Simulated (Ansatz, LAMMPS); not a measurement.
## Structural relaxation of amorphous TiO2 at 3.05 g/cm^3 (84 atoms)

Aim: bring amorphous TiO2 at 3.05 g/cm^3 (84 atoms) to a nearby minimum of the energy and see what moves.

Program: Ansatz 0.2.0. Level of theory: Kohn-Sham DFT, PBE, PAW (set soft_2), plane waves. Results are calculated unless marked as measured.

This is a report of a sequence of runs, with most program output left out.

### Step 1. Starting point

The cell holds 84 atoms: 28 Ti and 56 O. Its edges and angles: a = 10.675 Å, b = 10.675 Å, c = 10.675 Å, α = 90.0°, β = 90.0°, γ = 90.0°. 84 atoms (28 Ti, 56 O) placed at random at 3.05 g/cm³, melted at 5000 K for 10 ps at fixed volume with the Morse and Coulomb pair potential with partial charges (Pedone, Malavasi, Menziani, Cormack and Segre, J. Phys. Chem. B 110, 11780 (2006)). Quenched from 5000 K to 300 K at 50 K/ps and fixed volume, held 5 ps, then minimised at fixed cell. The density is one point of a scan and needn't be that of the real material.

What the set-up can't give: The quench rate of 50 K/ps is orders of magnitude faster than experiment, which tends to freeze in extra defects. The network of bonds at the start is that of the classical potential that made the cell. Only the Γ point is sampled in the main run, in a cell whose shortest periodic width is 11 Å.

### Step 2. Making the structure

A classical potential supplies the starting structure, since it reaches far longer times than DFT.

This step: classical MD, Morse and Coulomb pair potential with partial charges (Pedone, Malavasi, Menziani, Cormack and Segre, J. Phys. Chem. B 110, 11780 (2006)) (LAMMPS 22 Jul 2025 - Update 4).

The input, in.lmp:

```
# melt-quench of Ti28O56
units metal
atom_style charge
boundary p p p
region box block 0 10.6745 0 10.6745 0 10.6745
create_box 2 box
mass 1 47.8670   # Ti
mass 2 15.9990   # O
create_atoms 1 random 28 34533 NULL overlap 1.5 maxtry 2000
create_atoms 2 random 56 34540 NULL overlap 1.5 maxtry 2000
pair_style hybrid/overlay pedone 5.5 coul/long 8.0
pair_coeff * * coul/long
pair_coeff 1 2 pedone 0.024235 2.254703 2.708943 1   # Ti-O
pair_coeff 2 2 pedone 0.042395 1.379316 3.618701 22   # O-O
set type 1 charge 2.4
set type 2 charge -1.2
kspace_style pppm 1.0e-4
neigh_modify delay 0 every 1 check yes
thermo_style custom step time temp pe press density
thermo_modify norm yes
timestep 0.002
thermo 100
min_style cg
minimize 1e-4 1e-4 200 2000
reset_timestep 0
velocity all create 5000 34534 mom yes dist gaussian
fix lim all nve/limit 0.05
fix lan all langevin 5000 5000 0.2 34535 zero yes
thermo 500
run 1000 post no
unfix lim
unfix lan
thermo 833
fix md all nvt temp 5000 5000 0.2
run 5000 post no
unfix md
thermo 4700
fix md all nvt temp 5000 300 0.2
run 47000 post no
unfix md
thermo 1250
fix md all nvt temp 300 300 0.2
run 2500 post no
unfix md
thermo 100
min_style cg
minimize 0 1e-3 2000 20000
write_dump all custom glass.dump id type xs ys zs modify sort id
```

Command:

```bash
> lmp -in in.lmp -log none -nocite
```

It took 23 s on 1 thread of Arm Neoverse V1, shared host; peak memory 0.078 GiB.

### Step 3. Single point at the start

The forces at the start show how far the geometry lies from a minimum of this functional.

The input, input.yaml:

```yaml
crystal:
  lattice:
    - [10.6745, 0.0, 0.0]
    - [0.0, 10.6745, 0.0]
    - [0.0, 0.0, 10.6745]
  atoms:
    - { symbol: Ti, position: [0.73539, 0.64833, 0.7395] }
    - { symbol: Ti, position: [0.27004, 0.5196, 0.88239] }
    - { symbol: Ti, position: [0.6038, 0.97964, 0.43442] }
    - { symbol: Ti, position: [0.62035, 0.592, 0.16976] }
    - { symbol: Ti, position: [0.1789, 0.08956, 0.92056] }
    - { symbol: Ti, position: [0.8347, 0.8686, 0.9227] }
    - { symbol: Ti, position: [0.14409, 0.08039, 0.22977] }
    - { symbol: Ti, position: [0.60822, 0.5348, 0.49408] }
[... 72 atom lines left out ...]
    - { symbol: O, position: [0.42037, 0.83423, 0.76274] }
    - { symbol: O, position: [0.49337, 0.86942, 0.37225] }
    - { symbol: O, position: [0.67302, 0.52749, 0.83416] }
    - { symbol: O, position: [0.56072, 0.27848, 0.91545] }
kpoints:
  mp_grid: { grid: [1, 1, 1] }
hamiltonian:
  xc: pbe
scf:
  occupations: { method: fermi_dirac, width: 0.025 }
output:
  forces: true
```

Command:

```bash
> ansatz run input.yaml --threads 4 --pin off --max-ram 8192MiB --backend cpu --events-out ev --progress --plain --runs-dir out
```

Wall time 19 s (4 threads of Arm Neoverse V1, shared host); peak memory 1.6 GiB.

The run gave:

```yaml
free_energy: -101872.7698 eV
free_energy_per_atom: -1212.7711 eV/atom
scf_cycles: 12
r_m_s_force_component: 0.576 eV/Å
longest_force: 1.903 eV/Å
fermi_energy: 5.784 eV
```

The r.m.s. force component of 0.58 eV/Å sets the starting point.

Neighbours are counted within 2.64 Å (O-Ti).

Length of the force by element and coordination:

```tsv
element	coordination	atoms	mean length of the force (eV/Å)	spread	least	most
O	all	56	0.874	0.332	0.173	1.71
O	2	48	0.889	0.338	0.173	1.71
O	3	8	0.782	0.282	0.176	1.26
Ti	all	28	1.01	0.456	0.225	1.90
Ti	4	20	1.03	0.487	0.225	1.90
Ti	5	8	0.976	0.362	0.455	1.76
```

### Step 4. Relaxation

The atoms are relaxed in the fixed cell, aiming at the force tolerance of the input.

Changes to input.yaml since step 3:

```diff
@@ -15 +15,4 @@
   forces: true
+relax:
+  f_tol: 0.04
+  max_steps: 250
```

It took 3.2 min on 4 threads; peak memory 1.6 GiB.

The steps of the relaxation:

```tsv
step	energy less that of the first step (eV)	largest force component (eV/Å)
1	0.0000	1.7167
2	-2.1497	0.8639
3	-2.8852	0.3422
4	-3.2407	0.3260
5	-3.4091	0.4061
6	-3.7415	0.2432
7	-3.7727	0.8018
8	-3.9224	0.3231
9	-3.9888	0.2913
10	-3.9988	0.4413
11	-4.0461	0.2003
12	-4.0609	0.0922
13	-4.0661	0.0572
14	-4.0684	0.0484
15	-4.0693	0.0384
```

The atoms that moved most (Å):

```tsv
atom	dx	dy	dz	length
O44	-0.803	0.395	0.272	0.936
O67	-0.200	0.659	0.501	0.852
O76	-0.571	0.527	0.140	0.789
O36	-0.323	0.441	-0.475	0.724
O73	0.607	-0.393	0.028	0.723
O52	0.286	-0.581	0.120	0.659
Ti1	-0.161	-0.497	-0.362	0.635
O55	0.488	-0.101	0.316	0.591
```

The relaxation changed the energy by -48.4 meV/atom, and atoms moved by 0.38 Å r.m.s., 0.94 Å at most.

### Step 5. Local order after relaxation

Bonds before and after, by the cutoffs listed below:

```tsv
pair	bonds before	bonds after	mean before (Å)	mean after (Å)	spread before (Å)	spread after (Å)
O-Ti	120	129	1.837	1.898	0.122	0.134
```

Density 3.05 g/cm³, 14.48 Å³ an atom.

g(r), total and by pair (bins of 0.1 Å):

```tsv
r (Å)	total	O-O	O-Ti	Ti-Ti
1.65	0.00	0.00	0.00	0.00
1.75	1.48	0.00	3.33	0.00
1.85	6.06	0.00	13.60	0.00
1.95	1.08	0.00	2.44	0.00
2.05	0.72	0.00	1.62	0.00
2.15	0.24	0.00	0.53	0.00
2.25	0.27	0.00	0.61	0.00
2.35	0.05	0.00	0.11	0.00
2.45	0.14	0.31	0.00	0.00
2.55	0.42	0.86	0.09	0.00
2.65	0.54	1.14	0.09	0.00
2.75	1.15	2.51	0.08	0.00
2.85	1.49	3.12	0.23	0.00
2.95	1.71	3.42	0.22	0.86
3.05	1.50	3.04	0.20	0.53
3.15	0.69	1.12	0.12	1.23
3.25	0.75	1.11	0.24	1.40
3.35	0.78	0.60	0.49	2.65
3.45	1.01	0.98	0.73	2.28
3.55	1.00	0.69	0.54	4.13
3.65	0.95	0.51	0.88	2.98
3.75	0.88	0.62	1.18	0.71
3.85	0.96	0.75	1.29	0.50
3.95	0.83	0.71	1.07	0.32
4.05	1.07	0.68	1.70	0.15
4.15	1.05	0.54	1.69	0.57
4.25	1.14	0.61	1.74	0.82
4.35	1.20	0.36	2.06	1.17
4.45	1.22	0.90	1.55	1.12
4.55	1.07	0.75	1.52	0.59
4.65	1.00	0.94	1.20	0.46
4.75	0.95	0.74	1.21	0.77
4.85	1.11	1.16	1.08	1.05
4.95	0.96	0.93	0.88	1.41
5.05	0.92	0.90	0.83	1.36
5.15	1.19	1.56	0.82	1.21
5.25	1.08	1.43	0.80	0.80
```

Bonds by pair of elements; cutoffs follow the first minimum of g(r), held within bounds set by covalent radii, and pairs that aren't listed don't count as bonded:

```tsv
pair A-B	cutoff (Å)	bonds	mean length (Å)	spread (Å)	shortest (Å)	B about A	A about B
O-Ti	2.64	129	1.90	0.134	1.75	2.30	4.61
```

How many atoms have how many bonded neighbours:

```tsv
element	mean	2	3	4	5
O	2.30	39	17	0	0
Ti	4.61	0	0	11	17
```

Bond angles, per cent of each kind in bins of 5°:

```tsv
angle (°)	O-Ti-O	Ti-O-Ti
65–70	0.8	0.0
70–75	3.0	0.0
75–80	5.1	0.0
80–85	4.7	0.0
85–90	5.9	0.0
90–95	6.8	5.6
95–100	9.8	7.8
100–105	14.0	6.7
105–110	14.4	7.8
110–115	13.6	2.2
115–120	6.4	2.2
120–125	2.1	8.9
125–130	2.1	7.8
130–135	1.7	12.2
135–140	0.8	1.1
140–145	1.3	6.7
145–150	0.8	5.6
150–155	2.1	7.8
155–160	1.3	4.4
160–165	0.0	7.8
165–170	1.3	3.3
170–175	1.7	0.0
175–180	0.4	2.2
```

Bond angles (no mean is given where the spread exceeds 20°):

```tsv
angle	count	mean (°)	spread (°)
O-Ti-O	236	-	-
Ti-O-Ti	90	-	-
```

Bond length by coordination (bonds to H left out):

```tsv
element	coordination	atoms	mean bond length (Å)
O	2	39	1.83
O	3	17	2.00
Ti	4	11	1.83
Ti	5	17	1.93
```

Rings of the network by King's shortest-path rule, up to 12 atoms, one path for each pair of neighbours; H, halogens, alkali and alkaline-earth atoms are left out, and the last column divides by all other atoms, bonded or not:

```tsv
ring size (atoms)	rings	per network atom
4	11	0.131
6	11	0.131
8	27	0.321
10	47	0.56
12	29	0.345
```

For some of the pairs, g(r) has its first main peak near 2.9 Å (O-O) and 1.8 Å (O-Ti). With the cutoffs above, 70 % of O atoms have 2 and 61 % of Ti atoms have 5 bonded neighbours. Bonds at O atoms with 2 neighbours average 1.83 Å, against 2.00 Å at those with 3. Rings of 10 atoms are the most common (38 % of those counted); sizes run from 4 to 12, where the search stops.

### Step 6. Single point at the relaxed geometry

The electronic structure is read at the final geometry, in a run of its own.

The input, input.yaml:

```yaml
crystal:
  lattice:
    - [10.6745, 0.0, 0.0]
    - [0.0, 10.6745, 0.0]
    - [0.0, 0.0, 10.6745]
  atoms:
    - { symbol: Ti, position: [0.72035, 0.60175, 0.70563] }
    - { symbol: Ti, position: [0.27172, 0.52254, 0.88015] }
    - { symbol: Ti, position: [0.61185, 0.98206, 0.43302] }
    - { symbol: Ti, position: [0.64266, 0.60336, 0.16155] }
    - { symbol: Ti, position: [0.20241, 0.09511, 0.90665] }
    - { symbol: Ti, position: [0.81579, 0.8291, 0.9345] }
    - { symbol: Ti, position: [0.13083, 0.092, 0.20622] }
    - { symbol: Ti, position: [0.60129, 0.52244, 0.47362] }
[... 72 atom lines left out ...]
    - { symbol: O, position: [0.43157, 0.83693, 0.72923] }
    - { symbol: O, position: [0.48005, 0.88947, 0.37685] }
    - { symbol: O, position: [0.65661, 0.49552, 0.83803] }
    - { symbol: O, position: [0.57058, 0.2521, 0.9399] }
kpoints:
  mp_grid: { grid: [1, 1, 1] }
hamiltonian:
  xc: pbe
scf:
  occupations: { method: fermi_dirac, width: 0.025 }
output:
  forces: true
  stress: true
  populations: true
  dos:
    method: { smearing: { sigma: 0.08 } }
    de: 0.05
    projected: { site_lists: { O: [O], Ti: [Ti] } }
  eigenvalues: true
  write_density: true
  write_potential: true
  volumetric_format: npy
```

Run time: 26 s. Hardware: 4 threads; peak memory 1.6 GiB.

Read from the output:

| Property | Result |
| --- | --- |
| free energy | -101876.8391 eV |
| free energy per atom | -1212.8195 eV/atom |
| SCF cycles | 12 |
| pressure | 0.4556 GPa |
| r.m.s. force component | 0.00967 eV/Å |
| longest force | 0.04929 eV/Å |
| Fermi energy | 5.687 eV |
| gap (highest filled to lowest empty level) | 2.939 eV |
| spilling of the projection | 0.003483 |

Löwdin charges by element and coordination (they lack the spilled electrons, 0.028 e an atom on average):

```tsv
element	coordination	atoms	mean charge (e)	spread	least	most
O	all	56	-0.625	0.0431	-0.724	-0.549
O	2	39	-0.602	0.0254	-0.654	-0.549
O	3	17	-0.680	0.0199	-0.724	-0.637
Ti	all	28	1.33	0.0128	1.31	1.36
Ti	4	11	1.33	0.0127	1.32	1.35
Ti	5	17	1.33	0.0129	1.31	1.36
```

Density of states as counts of states in windows of 0.5 eV (from the Fermi level), total and the larger projections:

```tsv
from (eV)	to (eV)	total	O p	Ti d
-10	-6	0.0	0.0	0.0
-6	-5.5	4.5	3.2	0.9
-5.5	-5	29.2	20.3	7.2
-5	-4.5	66.2	45.7	17.7
-4.5	-4	49.3	36.4	11.0
-4	-3.5	38.3	30.3	6.7
-3.5	-3	33.9	27.8	5.1
-3	-2.5	41.0	35.5	4.5
-2.5	-2	40.6	36.8	3.0
-2	-1.5	30.5	28.5	1.5
-1.5	-1	2.4	2.3	0.1
-1	1	0.0	0.0	0.0
1	1.5	1.9	0.1	1.7
1.5	2	28.4	2.1	25.4
2	2.5	39.3	4.4	33.2
2.5	3	39.0	6.0	30.6
```

Between -26 and -10 eV lie 112 more states.

The stored curve holds about 448 of the 672 electrons; the rest, give or take the few that broadening carries across the Fermi level, lie in deeper levels below its range.

The levels nearest the highest filled one (over half full), pooled over k-points and spins:

```tsv
level less the highest filled one (eV)	occupation
-0.291	2
-0.253	2
-0.230	2
-0.193	2
-0.0652	2
0	2
2.94	0
2.98	0
3.07	0
3.08	0
3.12	0
3.18	0
```

Valence density in the bc plane at fractional x = 0.279, with atoms of Ti and O within 0.2 Å of it. It is the smooth field of the valence electrons, not physical close to the nuclei.

Ten even steps from '_' (0.0 e/Å³) to '@' (9.2 e/Å³), each cell a mean:
```
____________________________....________::==--______________
____________________________::====..__..==##++..____________
____________________________==@@@@==____::--::______________
____________________________--##**::__________..________..__
______________________________....__________::****::____..__
______..--==::____________________......____==@@@@==________
______..==**--____________________::----..__..====..________
________..::..____________________..::..____________________
____________________________________________________________
..______________________________--==::________________..::::
::____________________________..**%%++..______________--****
..______________________________--++--........________::++==
______________________________________..==**==..______....__
______________________________________..==**--..__::==--____
________________________________________......____==##++..__
..__________________________....__________________..--::....
--..______________________..::--..________________________::
..____________________..........____________::--::________..
____________________==##**::______________..==**==__________
__________________..**@@%%--________________::--..__________
____________________::==--..________________________________
__________________________..::..____________________________
________________________..==**--____________________________
__________________________--==::____________________________
```
Columns run along b (10.7 Å), rows up along c (10.7 Å). Atoms in or near the plane, at fractional coordinates: Ti at (0.52, 0.88), Ti at (0.79, 0.77), Ti at (0.38, 0.19), O at (0.77, 0.22), O at (0.71, 0.93), O at (0.47, 0.04), O at (0.71, 0.45), O at (0.95, 0.54).

Electrostatic potential energy in the bc plane at fractional x = 0.279, with atoms of Ti and O within 0.2 Å of it. With pseudopotentials it is smooth inside the atoms' cores, unlike the true potential.

Ten even steps from '0' (-34 eV) to '9' (11 eV), each cell a mean:
```
887778999999986567883127999999
865468899999863113660005999999
865468899999850001574137889999
887778999999851002688764468878
998877899999986446788620026778
999710489999998886458510005899
998500289999999984017631126899
887744799999999986358875578999
865568999999998765678998899999
764468999999997411258999999744
477678999999987200037999998200
688899999999997410256579988300
999999999999998765660016765567
999999999999999988871016511148
999999999999999999997677400037
579999999999986589999998621256
159999999988872169989988876773
689999998753465589989731489997
999999998510026899999600189999
999999997400026899999832489999
999999998621147999998877789999
999999999876643699998765678999
999999999999600189998765678999
999899999999720389998777889999
```
Columns run along b (10.7 Å; values clipped at the 3rd and 97th percentile), rows up along c (10.7 Å). Atoms in or near the plane, at fractional coordinates: Ti at (0.52, 0.88), Ti at (0.79, 0.77), Ti at (0.38, 0.19), O at (0.77, 0.22), O at (0.71, 0.93), O at (0.47, 0.04), O at (0.71, 0.45), O at (0.95, 0.54).

Mean Löwdin charges: O -0.63, Ti +1.33 e (they miss 0.35 % of the electrons, so they add up to more than the cell's charge). The largest share in the top eV of filled states is O p (93 % of the projected weight), and in the lowest eV of empty states Ti d (88 % of the projected weight).

The surroundings of O60, whose charge lies farthest from its element's mean, nearest first, numbered as they follow in the input and with coordinates relative to it.

```tsv
atom	x	y	z	distance (Å)	bonds	Löwdin charge (e)
O60	0.00	0.00	0.00	0.00	3	-0.72
Ti14	0.29	1.61	0.92	1.88	5	1.34
Ti19	1.07	-1.04	-1.36	2.01	5	1.36
Ti12	-2.06	-0.75	-0.29	2.21	5	1.31
O41	-0.89	-1.81	-1.51	2.52	3	-0.68
O76	-0.55	0.89	2.56	2.76	3	-0.66
O68	2.43	0.28	-1.30	2.77	2	-0.58
O83	-2.46	0.50	-1.46	2.90	2	-0.59
O64	-2.66	-0.06	1.36	2.98	2	-0.64
O45	0.66	2.99	-0.36	3.08	2	-0.56
O42	-1.38	2.67	0.99	3.16	3	-0.67
O52	1.86	1.78	1.85	3.17	2	-0.59
O30	2.02	-2.44	-0.85	3.28	2	-0.60
```

The column of bonds counts only the pairs O-Ti within 2.64 Å; other neighbours, such as metal atoms beside each other in a compound, aren't counted, and periodic images can show an atom twice.

### Step 7. K-mesh 2×2×2

A denser mesh tests the sampling of the Brillouin zone.

Changes to input.yaml since step 6:

```diff
@@ -8,3 +8,3 @@
 kpoints:
-  mp_grid: { grid: [1, 1, 1] }
+  mp_grid: { grid: [2, 2, 2] }
 hamiltonian:
@@ -22,4 +22 @@
   eigenvalues: true
-  write_density: true
-  write_potential: true
-  volumetric_format: npy
```

Elapsed: 3.8 min, on 4 threads; peak memory 6.3 GiB; 15 min of CPU time.

The program notes that it cut back its work space to fit the memory limit.

Geometry and reference: those of the single point at the relaxed geometry.

Forces differ from those of the single point at the relaxed geometry by 9.2 meV/Å r.m.s.; the energy by +0.38 meV/atom and the gap by -0.024 eV. It took 3.8 min and 12 cycles; the reference's time can't be set against it, since the two runs asked for unlike analyses.

[end of part 1 of 2]

[Logs are printed without paths, hosts, clocks, repeated set-up lines and the standing remarks that a program may print on its own settings, such as how far it seeks lower states.]

[Hosts, paths, dates, database ids (printed as entryN), source tags and the programs' standing remarks are cut or masked in the printed files.]
